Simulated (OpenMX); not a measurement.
# Bi: band structure with PBE

Crystal: Bi.

```xyz
1
Lattice="-1.9814 1.9814 1.9814 1.9814 -1.9814 1.9814 1.9814 1.9814 -1.9814" Properties=species:S:1:pos:R:3 pbc="T T T"
Bi    0.0000    0.0000    0.0000
```

This isn't the form of Bi at room conditions, which is rhombohedral.

```json
{"Program": "OpenMX 3.8.5", "Task": "band structure", "Functional": "PBE", "Potentials or basis": "OpenMX 2013 PBE set, Bi8.0-s3p2d2, grid cutoff 500 Ry", "k mesh": "9 × 9 × 9", "Occupations": "fermi-dirac, width 0.05 eV", "Spin": "no spin polarisation", "Mixing scheme": "rmm-diisk", "SCF threshold": "1e-08 Ha", "Solver": "band", "Max SCF cycles": "100"}
```

The pressure is 2.0 GPa. The band gap along the path is none (metal or under the smearing width).

Levels at the corners of the path, in eV from the Fermi level:
```
point  band 3  band 4  band 5  band 6  band 7  band 8  band 9  band 10  band 11  band 12
    Γ  -22.72  -22.59  -22.59  -13.48    5.01    5.02    5.02     9.27    12.40    12.41
    H  -22.53  -22.52  -22.52   -8.25   -1.81   -1.80   -1.80     3.60     3.60    23.72
    N  -22.60  -22.59  -22.50  -10.38   -5.14    1.55    3.87     6.38     7.87    19.13
    Γ  -22.72  -22.59  -22.59  -13.48    5.01    5.02    5.02     9.27    12.40    12.41
    P  -22.64  -22.59  -22.59   -9.84   -2.38   -2.37   -2.37    15.96    15.97    15.97
  H|P  -22.53  -22.52  -22.52   -8.25   -1.81   -1.80   -1.80     3.60     3.60    23.72
    N  -22.60  -22.59  -22.50  -10.38   -5.14    1.55    3.87     6.38     7.87    19.13
```

Wall time 43 s on 1 thread of Arm Neoverse V1 (shared host), peak memory 0.63 GiB.

Caveat: spin-orbit coupling is left out, which moves the levels of the heavy elements; the basis of atomic orbitals isn't converged, which shifts pressures, moduli and gaps.
